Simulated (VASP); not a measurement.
A run of VASP 6.6.1 is set up as follows.

File POSCAR:

```
HgSe                                    
1.0
    0.0000000000      3.0728100868      3.0728100868
    3.0728100868      0.0000000000      3.0728100868
    3.0728100868      3.0728100868      0.0000000000
  Hg              Se            
     1     1
Direct
     0.0000000000000000    0.0000000000000000    0.0000000000000000
     0.2500000000000000    0.2500000000000000    0.2500000000000000
```

The input INCAR.step1:

```
PREC = Accurate ; ENCUT = 520
EDIFF = 1E-5 ; ISMEAR = 0
SIGMA = 0.03 ; LREAL = F
LASPH = T ; NELM = 80
ALGO = Normal ; ISIF = 2
LWAVE = T ; LCHARG = F
NBANDS = 16 ; KPAR = 4
GGA = PE
```

The input INCAR.step2:

```
PREC = Accurate ; ENCUT = 520
EDIFF = 1E-7 ; ISMEAR = 0
SIGMA = 0.03 ; LREAL = F
LASPH = T ; NELM = 80
ALGO = Normal ; ISIF = 2
LWAVE = F ; LCHARG = F
GGA = PE ; LHFCALC = T
HFSCREEN = 0.2 ; PRECFOCK = Fast
NBANDS = 16 ; KPAR = 4
ISTART = 1
```

KPOINTS

```
regular mesh
0
Gamma
  6 6 6
```

The input KPOINTS_OPT:

```
explicit points
6
Reciprocal
 0.0000000000  0.0000000000  0.0000000000 1
 0.3750000000  0.3750000000  0.7500000000 1
 0.5000000000  0.5000000000  0.5000000000 1
 0.6250000000  0.2500000000  0.6250000000 1
 0.5000000000  0.2500000000  0.7500000000 1
 0.5000000000  0.0000000000  0.5000000000 1
```

Potentials or basis: VASP PAW PBE potentials, release 64 (Hg, Se).

Command:

```sh
$ cat potpaw_PBE.64/Hg/POTCAR potpaw_PBE.64/Se/POTCAR > POTCAR
$ cp INCAR.step1 INCAR
$ mpirun -np 4 vasp_std > vasp.out
$ cp INCAR.step2 INCAR
$ mpirun -np 4 vasp_std > vasp.out
```

(1) Estimate the band gap along the path.

(2) Estimate the pressure.

## Answers

(1) none (metal or under the smearing width).

(2) 1.0 GPa.

Caveat: the PAW data sets were made with another functional, which shifts forces and pressure a little; spin-orbit coupling is left out, which moves the levels of the heavy elements.
